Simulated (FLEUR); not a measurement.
Moving the strain (εzz = s) in Ir

```
Ir
1.0
     0.00000    1.91560    1.91560
     1.91560    0.00000    1.91560
     1.91560    1.91560    0.00000
Ir
1
Direct
  0.00000 0.00000 0.00000
```

Kept alike: task single point; functional PBEsol; k mesh 10 × 10 × 10; occupations fermi-dirac, width 0.05 eV; no spin polarisation. Program: FLEUR, all-electron, FLAPW. The mesh is that of the run's cell of 1 atom. No spin-orbit coupling.

| s | free energy over the lowest row (meV/atom) |
| --- | --- |
| -0.04 | 48.00 |
| -0.02 | 11.32 |
| -0.01 | 2.72 |
| 0 | 0.00 |
| 0.01 | 2.78 |
| 0.02 | 10.82 |
| 0.04 | 41.14 |

The cell shown is the unstrained one; x, y and z are its Cartesian axes; atoms keep their fractions. For a metal such a mesh leaves the last digits unconverged.

Question: What does the strain (εzz = s) change here?

Answer: The free energy is lowest at 0, and 48.00 meV an atom higher at -0.04.
